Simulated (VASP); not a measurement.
Write the native input for VASP 6.6.1 that does the following.

- Task: single point
- Functional: LDA
- Potentials or basis: VASP PAW LDA potentials, release 64 (Nb_sv, H)
- Cutoff: 520 eV
- k mesh: 20 × 20 × 20
- Occupations: gaussian, width 0.15 eV
- Spin: no spin polarisation
- Dipole correction: no
- Further INCAR settings: ALGO = Fast; EDIFF = 1e-06; NBANDS = 14

The structure of NbH lies in POSCAR:

```
NbH
1.0
   -1.6069640000      1.6069640000      1.9843010000
    1.6069640000     -1.6069640000      1.9843010000
    1.6069640000      1.6069640000     -1.9843010000
Nb H
1 1
Direct
    0.0000000000      0.0000000000      0.0000000000
    0.5188983425      0.5188983425      0.0000000000
```

The cell comes from a database or a generator and needn't be the stable form of this composition.

The cell isn't the ideal one: all H atoms moved +0.075 Å, as atom 2 along Cartesian [0 0 1].

The input as run:

INCAR

```
SYSTEM = NbH
  PREC = Accurate
  ENCUT = 520
  EDIFF = 1E-6
  ISMEAR = 0
  SIGMA = 0.15
  LREAL = .FALSE.
  LASPH = .TRUE.
  NELM = 100
  ALGO = Fast
  ISIF = 2
  LWAVE = .FALSE.
  LCHARG = .FALSE.
  NBANDS = 14
```

KPOINTS

```
Automatic mesh
0
G
  20 20 20
  0 0 0
```

Potentials or basis: VASP PAW LDA potentials, release 64 (Nb_sv, H).

The run is started by

```console
$ cat potpaw_LDA.64/Nb_sv/POTCAR potpaw_LDA.64/H/POTCAR > POTCAR
$ mpirun -np 1 vasp_std > vasp.out
```

Results of the run:

```json
{
 "Pressure": "-10.6 GPa",
 "Largest force": "0.658 eV/Å",
 "Band gap on the k mesh": "none (metal or under the smearing width)"
}
```

It took 2.9 min on 1 thread of Intel(R) Xeon(R) Platinum 8259CL CPU @ 2.50GHz (Skylake/Cascade Lake), with other jobs on the host, peak memory 0.28 GiB.
